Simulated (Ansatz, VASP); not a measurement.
# One calculation of TaN, two programs

INCAR

```
SYSTEM = TaN
ALGO     = Normal         ! electronic algorithm
EDIFF    = 1E-6           ! SCF threshold, eV
ENCUT    = 520            ! plane-wave cutoff, eV
GGA      = PE             ! functional
ISIF     = 2              ! what is computed and relaxed
ISMEAR   = -1             ! smearing method
LASPH    = .True.         ! aspherical terms in the spheres
LCHARG   = .True.         ! write CHGCAR
LELF     = .True.         ! ELF
LREAL    = .False.        ! projectors in reciprocal space
LVHAR    = .True.       
LWAVE    = .False.        ! write WAVECAR
NBANDS   = 15             ! bands
NELM     = 100            ! most SCF steps
PREC     = Accurate       ! precision mode
SIGMA    = 0.05           ! smearing width, eV
```

File KPOINTS:

```
k-points
0
Gamma
  10 10 10
  0 0 0
```

File POSCAR:

```
TaN
1.0
    0.0000000000      2.2113230000      2.2113230000
    2.2113230000      0.0000000000      2.2113230000
    2.2113230000      2.2113230000      0.0000000000
Ta N
1 1
Direct
    0.5000000000      0.5000000000      0.5000000000
    0.0000000000      0.0000000000      0.0000000000
```

Contents of input.yaml:

```yaml
crystal:
  lattice:
    - [0.0, 2.211323, 2.211323]
    - [2.211323, 0.0, 2.211323]
    - [2.211323, 2.211323, 0.0]
  atoms:
    - { symbol: Ta, position: [0.5, 0.5, 0.5] }
    - { symbol: "N", position: [0.0, 0.0, 0.0] }
kpoints:
  mp_grid: { grid: [10, 10, 10] }
  band_path:
    path:
      - [0.0, 0.0, 0.0]
      - [0.5, 0.0, 0.5]
      - [0.5, 0.25, 0.75]
      - [0.375, 0.375, 0.75]
      - [0.0, 0.0, 0.0]
      - [0.5, 0.5, 0.5]
      - [0.625, 0.25, 0.625]
      - [0.5, 0.25, 0.75]
    npoints: 10
scf:
  occupations: { method: fermi_dirac, width: 0.05 }
hamiltonian:
  xc: pbe
  pseudopotentials: { kind: all_electron, lapw: { basis_error: 0.001 } }
output:
  forces: true
  stress: true
  eigenvalues: true
```

The cell comes from a database or a generator and needn't be the stable form of this composition.

Alike in both runs: functional PBE; k mesh 10 × 10 × 10; occupations fermi-dirac, width 0.05 eV; no spin polarisation.

```csv
,VASP,Ansatz
version,VASP 6.6.1,Ansatz 0.2.0
potentials or method,"VASP PAW PBE potentials, release 64 (Ta_pv, N)","all-electron LAPW, scalar-relativistic"
plane-wave cutoff (eV),520,see its input
task,single point,band structure
```

VASP gave:

- gap on the k mesh at the Fermi level (eV): none
- pressure (GPa): -0.6

Task: What did Ansatz give for the same quantities?

Result: gap on the k mesh at the Fermi level (eV): none; pressure (GPa): -1.2.

A gap of «none» marks a metal or a gap that the smearing closes. Ansatz ran all-electron here, so the differences hold the error of VASP's frozen core and of both bases.

Caveats: spin-orbit coupling is left out, which moves the levels of the heavy elements (Ansatz). The runs have no spin-orbit coupling, so splittings on Ta are missing.
